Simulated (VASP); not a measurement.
Ag, 1 atom in the cell. It takes space group Im-3m (No. 229, cubic). The conventional cell has a = 3.311 Å, b = 3.311 Å, c = 3.311 Å, α = 90.00°, β = 90.00°, γ = 90.00°. Ag (site symmetry m-3m) has 8 Ag at 2.87 Å as nearest neighbours. This isn't the form of Ag at room conditions, which is fcc.

```yaml
Program: VASP 6.6.1
Task: relaxation of cell and atoms
Functional: PBE
Potentials_or_basis: VASP PAW PBE potentials, release 64 (Ag_sv_GW)
Cutoff: 600 eV
k_mesh: 11 × 11 × 11
Occupations: fermi-dirac, width 0.05 eV
Spin: no spin polarisation
Further_INCAR_settings: ALGO = Fast; EDIFF = 1e-06; IBRION = 2; EDIFFG = -0.005; NSW = 40; ISIF = 3
```

Potentials or basis: VASP PAW PBE potentials, release 64 (Ag_sv_GW).

Run with:

```console
$ cat potpaw_PBE.64/Ag_sv_GW/POTCAR > POTCAR
$ mpirun -np 1 vasp_std > vasp.out
```

Hardware: 1 thread of Intel(R) Xeon(R) 6975P-C (Granite Rapids), on a shared host.

**Question.** How long does it take, and how much memory?

**Answer.** It took 36 s on 1 thread of Intel(R) Xeon(R) 6975P-C (Granite Rapids), on a shared host, peak memory 0.15 GiB. Counts: scf iterations 48, k points 56, ion steps 3.
